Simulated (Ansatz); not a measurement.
SiC (F-43m), a vibration from a frozen displacement

Theory: DFT PBE, scalar-relativistic, plane waves, PAW (Ansatz 0.2.0). Cutoff 420 eV, Γ-centred 6×6×6 k-points, Gaussian smearing of 0.05 eV. No spin polarisation. Energies are free energies at this smearing, counted from the undisturbed cell; pressure is positive in compression.

Zero of the scan (as given, not relaxed at this level; it stands at 4.8 GPa):

```
CELL_PARAMETERS angstrom
4.34800 0.00000 0.00000
0.00000 -4.34800 0.00000
0.00000 0.00000 -4.34800
ATOMIC_POSITIONS crystal
Si 0.00000 0.50000 0.50000
Si 0.50000 0.00000 0.50000
Si 0.50000 0.50000 0.00000
Si 0.00000 0.00000 0.00000
C 0.75000 0.75000 0.75000
C 0.25000 0.25000 0.75000
C 0.25000 0.75000 0.25000
C 0.75000 0.25000 0.25000
```

Atom 1 (Si) is moved by x along the Cartesian unit vector (0.000, 1.000, 0.000); the cell and all other atoms stay fixed. The cell's volume is 82.20 Å³; the moved atoms weigh 28.085 u together and the others 132.299 u. Some rows repeat others by symmetry and weren't run.

```
  x (Å)  ΔE (meV/cell) total force on the moved atoms along the move (eV/Å) pressure (GPa)
-0.3000        1127.14                                                7.2626          7.8804
-0.2700         918.73                                                6.6259          7.3261
-0.2400         729.90                                                5.9580          6.8203
-0.2100         561.50                                                5.2650          6.3672
-0.1800         414.22                                                4.5508          5.9694
-0.1500         288.64                                                3.8188          5.6291
-0.1200         185.24                                                3.0722          5.3481
-0.0900         104.42                                                2.3142          5.1280
-0.0600          46.48                                                1.5475          4.9699
 0.0000           0.00                                                0.0000          4.8430
 0.0600          46.48                                               -1.5475          4.9699
 0.0900         104.42                                               -2.3142          5.1280
 0.1200         185.24                                               -3.0722          5.3481
 0.1500         288.64                                               -3.8188          5.6291
 0.1800         414.22                                               -4.5508          5.9694
 0.2100         561.50                                               -5.2650          6.3672
 0.2400         729.90                                               -5.9580          6.8203
 0.2700         918.73                                               -6.6259          7.3261
 0.3000        1127.14                                               -7.2626          7.8804
```

Task: What frequency belongs to this motion?

Result: The force constant is k = −dF/dx = 25.792 eV/Å², from the parabola through x = -0.0600, 0 and 0.0600. In every cell the moved atoms swing against the rest, so the mass is μ = m₁m₂/(m₁ + m₂) = 23.167 u, and ν̃ = 521.5 cm⁻¹ × √(|k|/μ) = 550 cm⁻¹, at this cell's pressure of 4.8 GPa. The pattern needn't be a normal mode: ν̃² is then a weighted mean of the squared nonzero frequencies at the zone centre of this cell, taken without macroscopic field, so it lies between the lowest and the highest of them.

Task: How far does the harmonic law reach?

Result: At x = -0.300 Å, kx²/2 = 1160.62 meV against the computed 1127.14 meV (-2.9 %): the well is still close to harmonic there.

Task: The pressure changes with x². What does that say about the frequency under compression?

Result: With E = k(V)x²/2, k ∝ V^(−2γ) and x scaling with the cell as V^(1/3), P − P0 = −∂E/∂V = (2γ − 2/3) ΔE/V. At x = 0.0900 Å, V(P − P0) = 82.20 × 0.28500 / 160.2 eV = 146.22 meV and ΔE = 104.42 meV, so γ = 1/3 + V(P − P0)/(2ΔE) = 1.03. This is the Grüneisen parameter of the motion under uniform scaling of the cell: shrinking the cell evenly by 1 % in volume raises the frequency by about 1.03 %.

Cost: 10 runs of about 1.7 core-minutes in all, on Intel Xeon Platinum 8259CL (Skylake/Cascade Lake) (shared hosts).

The steep, nearly parabolic well reflects the short, strongly directional sp³ bonds of SiC, in which displacing one silicon atom both stretches bonds and bends angles. The value of 550 cm⁻¹ lies well below the familiar transverse optical Raman line, but this is no contradiction. Moving one of the four silicon atoms mixes the zone-centre optical mode with zone-boundary modes folded into the cubic cell, including softer acoustic ones.

Tetrahedral site symmetry makes the well even along a cube axis, so the leading anharmonicity is quartic, and here it softens the restoring force. The pressure rises with displacement probably because the two compressed Si–C bonds gain more repulsion than the two stretched ones lose, the same bond anharmonicity that stiffens the motion under compression. The Grüneisen parameter of 1.03 is likewise a blend: transverse acoustic zone-boundary modes in tetrahedral semiconductors typically stiffen little or even soften under pressure, so the optical modes probably respond more strongly. The scan can't separate these contributions.
